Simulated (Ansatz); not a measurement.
Crystal: CdS.

```
Cd S
1.0
     4.26117    0.00000    0.00000
    -2.13058    3.69028    0.00000
     0.00000    0.00000    5.80417
Cd S
1 1
Direct
  0.00000 0.00000 0.44269
  0.66667 0.33333 0.43431
```

Measurements of this composition are mostly on another form, of space group No. 186.

* Program: Ansatz 0.2.0
* Task: relaxation of cell and atoms
* Functional: PBE
* Dispersion: D4
* Potentials or basis: Ansatz PAW
* Cutoff: 420 eV (not typed: the program's choice for these potentials)
* k mesh: 7 × 7 × 5
* Occupations: fermi-dirac, width 0.05 eV
* Spin: no spin polarisation

At the start: volume 45.64 Å³/atom.

Task: Where does the relaxation end?

Result: It ends after 15 steps and the volume is 28.10 Å³/atom (-38.4 %); space group P3m1 (No. 156, to 0.05 Å).

The path:
| step | energy change (eV) | largest force (eV/Å) | volume (Å³) |
| --- | --- | --- | --- |
| 1 | 0.0000 | 0.0054 | 91.27 |
| 2 | -0.0072 | 0.0001 | 89.10 |
| 3 | -0.0112 | 0.0036 | 86.85 |
| 4 | -0.0224 | 0.0088 | 81.79 |
| 5 | -0.0365 | 0.0132 | 77.19 |
| 6 | -0.0537 | 0.0176 | 72.81 |
| 7 | -0.0745 | 0.0186 | 69.11 |
| 8 | -0.0881 | 0.0261 | 64.88 |
| 9 | -0.0953 | 0.0616 | 62.84 |
| 10 | -0.1051 | 0.0699 | 61.46 |
| 11 | -0.1088 | 0.0661 | 61.36 |
| 12 | -0.1198 | 0.0604 | 59.12 |
| 13 | -0.1239 | 0.0155 | 57.25 |
| 14 | -0.1246 | 0.0036 | 56.20 |
| 15 | -0.1223 | 0.0034 | 56.20 |

Final structure:
```yaml
crystal:
  lattice:
    - [4.10559, 0.00000, 0.00000]
    - [-2.05279, 3.55554, 0.00000]
    - [0.00000, 0.00000, 3.85016]
  atoms:
    - { symbol: Cd, position: [0.00000, 0.00000, 0.52690] }
    - { symbol: S, position: [0.66667, 0.33333, 0.35010] }
```

Caveat: the volume moved by over 15 % at a fixed basis, so the end points are rough; the plane-wave basis is chosen anew once the cell has moved, so the energies of steps on either side of that aren't comparable.
